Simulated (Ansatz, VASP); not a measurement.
PbO in VASP and in Ansatz

INCAR

```
SYSTEM = PbO
ALGO = Normal ; EDIFF = 1E-6
ENCUT = 520 ; GGA = PE
ISIF = 2 ; ISMEAR = 0
LASPH = .True. ; LCHARG = .False.
LREAL = .False. ; LWAVE = .False.
NBANDS = 28 ; NELM = 80
PREC = Accurate ; SIGMA = 0.05
```

Contents of KPOINTS:

```
k-points
0
Gamma
  8 8 6
  0 0 0
```

The input POSCAR:

```
PbO
1.0
    3.8750400000      0.0000000000      0.0000000000
    0.0000000000      3.8750400000      0.0000000000
    0.0000000000      0.0000000000      5.0220000000
Pb O
2 2
Direct
    0.0000000000      0.5000000000      0.2351000000
    0.5000000000      0.0000000000      0.7649000000
    0.0000000000      0.0000000000      0.0000000000
    0.5000000000      0.5000000000      0.0000000000
```

Input for Ansatz:

```yaml
crystal:
  lattice:
    - [3.87504, 0.0, 0.0]
    - [0.0, 3.87504, 0.0]
    - [0.0, 0.0, 5.022]
  atoms:
    - { symbol: Pb, position: [0.0, 0.5, 0.2351] }
    - { symbol: Pb, position: [0.5, 0.0, 0.7649] }
    - { symbol: O, position: [0.0, 0.0, 0.0] }
    - { symbol: O, position: [0.5, 0.5, 0.0] }
basis:
  ecutwfc: 420
kpoints:
  mp_grid: { grid: [8, 8, 6] }
hamiltonian:
  xc: pbe
scf:
  occupations: { method: gaussian, width: 0.05 }
output:
  forces: true
  stress: true
  eigenvalues: true
  write_density: true
  write_potential: true
  elf: true
  volumetric_format: npy
```

Change from the starting cell: strain -0.025 along x and y, +0.000 along z, atoms carried along.

Alike in both runs: task single point; functional PBE; k mesh 8 × 8 × 6; occupations gaussian, width 0.05 eV; no spin polarisation.

|  | VASP | Ansatz |
| --- | --- | --- |
| version | VASP 6.6.1 | Ansatz 0.2.0 |
| potentials or method | VASP PAW PBE potentials, release 64 (Pb_d, O) | scalar-relativistic, plane waves, PAW |
| plane-wave cutoff (eV) | 520 | 420 |
| valence electrons in the cell | 40 | 40 |

Ansatz gave:

| Quantity | Value |
| --- | --- |
| gap on the k mesh at the Fermi level (eV) | 1.07 |
| least direct gap on the mesh (eV) | 2.42 |
| pressure (GPa) | 10.5 |
| largest component of the traceless stress (GPa) | 2.05 |
| rms of the force components (eV/Å) | 0.462 |

Which values does VASP return?

gap on the k mesh at the Fermi level (eV): 1.08; least direct gap on the mesh (eV): 2.42; pressure (GPa): 10.6; largest component of the traceless stress (GPa): 2.07; rms of the force components (eV/Å): 0.483.

Atom by atom the forces differ by 0.021 eV/Å (rms over components).

Caveats: spin-orbit coupling is left out, which as a rule narrows the gap of such compounds by several tenths of an eV; forces of over 1 eV/Å show positions far from the minimum, so gaps and moduli don't describe the material at rest. A k mesh can miss the band edges.
